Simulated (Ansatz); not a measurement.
# Si28C29: the cost of one run

Computed with Ansatz 0.2.0 (DFT PBE, scalar-relativistic, plane waves, PAW, unless a step's input says otherwise).

1 further run of the same task is left out (set aside as unsound or not needed).

### 1 The structure to begin with

It takes space group P6_3mc (No. 186, hexagonal). Conventional cell: a = 3.094 Å, b = 3.094 Å, c = 10.129 Å, α = 90.00°, β = 90.00°, γ = 120.00°. Around Si (site symmetry 3m) lie 4 C at 1.90 Å. Si (site symmetry 3m) is surrounded by 4 C at 1.89 to 1.90 Å. C (site symmetry 3m) is surrounded by 4 Si at 1.89 to 1.90 Å. C (site symmetry 3m) is surrounded by 4 Si at 1.90 Å.

As a file:

```cif
data_structure
_symmetry_space_group_name_H-M 'P6_3mc'
_symmetry_Int_Tables_number 186
_cell_length_a 3.0941
_cell_length_b 3.0941
_cell_length_c 10.1293
_cell_angle_alpha 90.000
_cell_angle_beta 90.000
_cell_angle_gamma 120.000
_cell_volume 83.98
loop_
_atom_site_label
_atom_site_type_symbol
_atom_site_symmetry_multiplicity
_atom_site_Wyckoff_symbol
_atom_site_fract_x
_atom_site_fract_y
_atom_site_fract_z
_atom_site_occupancy
Si1 Si 2 b 0.66667 0.33333 0.93784 1
Si2 Si 2 a 0.00000 0.00000 0.68790 1
C1 C 2 b 0.66667 0.33333 0.74981 1
C2 C 2 a 0.00000 0.00000 0.50045 1
```

It goes back to an entry of the Materials Project.

It is the result of an earlier relaxation at this level (volume 10.50 Å³/atom; gap on the mesh: 2.22 eV).

The host's static dielectric tensor, from an earlier linear-response run, has a mean of 10.57.

The perfect supercell (rows 1 -2 0; -3 -1 0; 0 0 -1 in vectors of this cell) comes from an earlier run at this level (56 atoms, E(σ→0) -24840.4937 eV, gap 2.22 eV on its own mesh).

### 2 Setting up the defect

The extra atom is put at (0.777, 0.821, 0.159) of the supercell, the middle of a void of radius 1.96 Å. A small random displacement (spread 0.05 Å) lets the symmetry of the site break. Its neighbours are 2 C at 1.96 Å, 2 Si at 1.99 Å, 1 C at 2.11 Å, 1 Si at 2.14 Å, 1 Si at 2.28 Å, 1 C at 2.33 Å.

### 3 Relaxing the defect, charge 0

Input file input.yaml:

```yaml
crystal:
  lattice:
    - [6.1882403624, -5.3591733587, 0.0]
    - [-7.7353004531, -2.6795866792, 0.0]
    - [0.0, 0.0, -10.1293391991]
  atoms:
    - { symbol: Si, position: [0.5193721793, 0.6179303305, 0.0569095122] }
    - { symbol: Si, position: [0.0952380952, 0.4761904762, 0.0621558122] }
    - { symbol: Si, position: [0.6666666667, 0.3333333333, 0.0621558122] }
    - { symbol: Si, position: [0.2380952381, 0.1904761905, 0.0621558122] }
    - { symbol: Si, position: [0.8009290403, 0.0376336982, 0.0605174362] }
    - { symbol: Si, position: [0.380952381, 0.9047619048, 0.0621558122] }
    - { symbol: Si, position: [0.9537857473, 0.7655192877, 0.0624745197] }
    - { symbol: Si, position: [0.3333333333, 0.6666666667, 0.5621558122] }
    - { symbol: Si, position: [0.9047619048, 0.5238095238, 0.5621558122] }
    - { symbol: Si, position: [0.4761904762, 0.380952381, 0.5621558122] }
    - { symbol: Si, position: [0.0476190476, 0.2380952381, 0.5621558122] }
    - { symbol: Si, position: [0.619047619, 0.0952380952, 0.5621558122] }
    - { symbol: Si, position: [0.1904761905, 0.9523809524, 0.5621558122] }
    - { symbol: Si, position: [0.7619047619, 0.8095238095, 0.5621558122] }
    - { symbol: Si, position: [0.5714285714, 0.8571428571, 0.3121004436] }
    - { symbol: Si, position: [0.1428571429, 0.7142857143, 0.3121004436] }
    - { symbol: Si, position: [0.7142857143, 0.5714285714, 0.3121004436] }
    - { symbol: Si, position: [0.2857142857, 0.4285714286, 0.3121004436] }
    - { symbol: Si, position: [0.8571428571, 0.2857142857, 0.3121004436] }
    - { symbol: Si, position: [0.4285714286, 0.1428571429, 0.3121004436] }
    - { symbol: Si, position: [-0.0036953693, 1.0063487129, 0.3148948003] }
    - { symbol: Si, position: [0.5714285714, 0.8571428571, 0.8121004436] }
    - { symbol: Si, position: [0.1428571429, 0.7142857143, 0.8121004436] }
    - { symbol: Si, position: [0.7142857143, 0.5714285714, 0.8121004436] }
    - { symbol: Si, position: [0.2857142857, 0.4285714286, 0.8121004436] }
    - { symbol: Si, position: [0.8571428571, 0.2857142857, 0.8121004436] }
    - { symbol: Si, position: [0.4285714286, 0.1428571429, 0.8121004436] }
    - { symbol: Si, position: [0.0, 1.0, 0.8121004436] }
    - { symbol: C, position: [0.5231851515, 0.6199781746, 0.2458981207] }
    - { symbol: C, position: [0.0952380952, 0.4761904762, 0.2501925543] }
    - { symbol: C, position: [0.6666666667, 0.3333333333, 0.2501925543] }
    - { symbol: C, position: [0.2380952381, 0.1904761905, 0.2501925543] }
    - { symbol: C, position: [0.8136026658, 0.0430495537, 0.2458975787] }
    - { symbol: C, position: [0.380952381, 0.9047619048, 0.2501925543] }
    - { symbol: C, position: [0.9531784376, 0.7535217314, 0.2439035277] }
    - { symbol: C, position: [0.3333333333, 0.6666666667, 0.7501925543] }
    - { symbol: C, position: [0.9047619048, 0.5238095238, 0.7501925543] }
    - { symbol: C, position: [0.4761904762, 0.380952381, 0.7501925543] }
    - { symbol: C, position: [0.0476190476, 0.2380952381, 0.7501925543] }
    - { symbol: C, position: [0.619047619, 0.0952380952, 0.7501925543] }
    - { symbol: C, position: [0.1904761905, 0.9523809524, 0.7501925543] }
    - { symbol: C, position: [0.7619047619, 0.8095238095, 0.7501925543] }
    - { symbol: C, position: [0.2857142857, 0.4285714286, 0.49955219] }
    - { symbol: C, position: [0.8571428571, 0.2857142857, 0.49955219] }
    - { symbol: C, position: [0.4285714286, 0.1428571429, 0.49955219] }
    - { symbol: C, position: [0.0, 0.0, 0.49955219] }
    - { symbol: C, position: [0.5714285714, 0.8571428571, 0.49955219] }
    - { symbol: C, position: [0.1428571429, 0.7142857143, 0.49955219] }
    - { symbol: C, position: [0.7142857143, 0.5714285714, 0.49955219] }
    - { symbol: C, position: [0.2857142857, 0.4285714286, 0.99955219] }
    - { symbol: C, position: [0.8571428571, 0.2857142857, 0.99955219] }
    - { symbol: C, position: [0.4285714286, 0.1428571429, 0.99955219] }
    - { symbol: C, position: [0.0110954842, 0.0020072279, 1.0030222195] }
    - { symbol: C, position: [0.5714285714, 0.8571428571, 0.99955219] }
    - { symbol: C, position: [0.1428571429, 0.7142857143, 0.99955219] }
    - { symbol: C, position: [0.7142857143, 0.5714285714, 0.99955219] }
    - { symbol: C, position: [0.7734555097, 0.821662104, 0.150160132] }
  host:
    lattice:
      - [3.0941201812, 0.0, 0.0]
      - [-1.5470600906, 2.6795866793, 0.0]
      - [0.0, 0.0, 10.1293391991]
    atoms:
      - { symbol: Si, position: [0.6666666667, 0.3333333333, 0.9378441878] }
      - { symbol: Si, position: [0.3333333333, 0.6666666667, 0.4378441878] }
      - { symbol: Si, position: [0.0, 0.0, 0.6878995564] }
      - { symbol: Si, position: [0.0, 0.0, 0.1878995564] }
      - { symbol: C, position: [0.6666666667, 0.3333333333, 0.7498074457] }
      - { symbol: C, position: [0.3333333333, 0.6666666667, 0.2498074457] }
      - { symbol: C, position: [0.0, 0.0, 0.50044781] }
      - { symbol: C, position: [0.0, 0.0, 0.00044781] }
basis:
  ecutwfc: 420
  xc_grid: 2
kpoints:
  mp_grid: { grid: [2, 2, 2], shift: [0.0, 0.0, 0.0] }
hamiltonian:
  xc: pbe
scf:
  occupations: { method: gaussian, width: 0.01 }
output:
  forces: true
  stress: false
  eigenvalues: true
  charged_corrections:
    defect_position: [0.77678571, 0.82142857, 0.15909091]
    epsilon: [[10.3429, 0.0, 0.0], [0.0, 10.3429, 0.0], [0.0, 0.0, 11.0254]]
  write_density: true
  write_potential: true
  elf: true
  volumetric_format: npy
relax:
  adjacent_minimum: "off"
  f_tol: 0.025
  max_steps: 60
```

Launch:

```console
> ansatz run input.yaml --threads 8 --pin off --max-ram 22528MiB --backend cpu --events-out ev --progress --plain --runs-dir out
```

What time and memory should one allow on 8 threads of Intel Xeon Platinum 8175M at 2.50GHz (Skylake/Cascade Lake), shared host?

About 1.8 min, with a peak of 4.2 GiB.
